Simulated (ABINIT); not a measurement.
C:

```
C
1.0
     2.52210    0.00000    0.00000
    -1.26105    2.18420    0.00000
     0.00000    0.00000    8.23710
C
8
Direct
  0.66667 0.33333 0.84375
  0.33333 0.66667 0.34375
  0.66667 0.33333 0.65625
  0.33333 0.66667 0.15625
  0.00000 0.00000 0.90625
  0.00000 0.00000 0.40625
  0.00000 0.00000 0.59375
  0.00000 0.00000 0.09375
```

This is a hexagonal form of diamond, not graphite.

```yaml
Program: ABINIT 10.8.3 (patched build)
Task: relaxation of cell and atoms
Functional: PBEsol
Potentials_or_basis: JTH PAW PBE v2.0
Cutoff: 517 eV
k_mesh: 10 × 10 × 3
Occupations: fermi-dirac, width 0.05 eV
Spin: no spin polarisation
```

At the start: pressure -4.7 GPa; volume 5.67 Å³/atom.

Q: How do energy, volume and symmetry change on relaxing?

A: Over 6 steps the energy falls by 3.1 meV/atom and the volume is 5.61 Å³/atom (-1.1 %); space group P6_3/mmc (No. 194, to 0.05 Å).

The path:
```
step  energy change (eV)  largest force (eV/Å)  pressure (GPa)  volume (Å³)
   1              0.0000                0.3317           -4.74        45.38
   2             -0.0204                0.1844            1.67        44.72
   3             -0.0242                0.0762            0.05        44.88
   4             -0.0247                0.0205           -0.03        44.89
   5             -0.0247                0.0030           -0.04        44.89
   6             -0.0247                0.0007            0.00        44.88
```

Final structure:
```yaml
crystal:
  lattice:
    - [2.50459, 0.00000, 0.00000]
    - [-1.25229, 2.16904, 0.00000]
    - [0.00000, 0.00000, 8.26183]
  atoms:
    - { symbol: C, position: [0.66667, 0.33333, 0.84446] }
    - { symbol: C, position: [0.33333, 0.66667, 0.34446] }
    - { symbol: C, position: [0.66667, 0.33333, 0.65554] }
    - { symbol: C, position: [0.33333, 0.66667, 0.15554] }
    - { symbol: C, position: [0.00000, 0.00000, 0.90704] }
    - { symbol: C, position: [0.00000, 0.00000, 0.40704] }
    - { symbol: C, position: [0.00000, 0.00000, 0.59296] }
    - { symbol: C, position: [0.00000, 0.00000, 0.09296] }
```

Caveat: the PAW data sets were made with another functional, which shifts forces and pressure a little; the atomic spheres overlap.
